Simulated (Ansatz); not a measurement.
CdS (NiAs type), relaxed with r2SCAN: 5 runs in the plane-wave code Ansatz, each a calculation of independent-particle optics. It is hexagonal, P6_3/mmc (No. 194); conventional cell a = 3.841 Å, c = 6.445 Å, 20.59 Å³ an atom. Cd has 6 S at 2.74 Å; S has 6 Cd at 2.74 Å. No spin polarisation and no zero-point or thermal motion; the cell was built from a prototype and may be hypothetical.

```xyz
4
Lattice="3.8410 0.0000 0.0000 -1.9205 3.3264 0.0000 0.0000 0.0000 6.4453" Properties=species:S:1:pos:R:3 pbc="T T T"
Cd    0.0000    0.0000    0.0000
Cd    0.0000    0.0000    3.2226
S     0.0000    2.2176    1.6113
S     1.9205    1.1088    4.8340
```

On meshes this coarse, single peaks can be features of the mesh. No local fields, no excitons; the zone sum runs over the cells of the mesh, and ε∞ includes the bands left out of the spectrum. Up to four peaks are listed, those above 15 % of the tallest and inside the complete range; the four can differ from row to row. Rows marked drawn have settings drawn at random (some not listed).

```csv
functional,k mesh,broadening (eV),scissors (eV),range (eV),settings,direct gap on the mesh before scissors (eV),ε∞ xx,ε∞ yy,ε∞ zz,complete up to (eV),tallest peaks of mean ε₂ (eV)
PBE,6×6×4,0.1,0.00,0–12,chosen,0.64,9.66,9.66,10.34,12.0,2.80 3.40 3.70 4.15
r2SCAN,6×6×4,0.1,0.00,0–12,chosen,1.26,7.88,7.88,8.42,12.0,3.25 3.80 4.65 6.15
PBE,6×6×4,0.1,1.01 (to HSE06),0–12,chosen,0.64,7.99,7.99,8.54,12.0,3.80 4.40 4.70 5.15
r2SCAN,6×6×4,0.4,0.30,0–10,drawn,1.26,7.66,7.66,8.18,10.0,4.80 7.60
LDA,12×12×4,0.4,2.50,0.5–6,drawn,0.37,7.06,7.06,7.54,6.0,none
```

The runs are scalar-relativistic, without spin-orbit coupling.
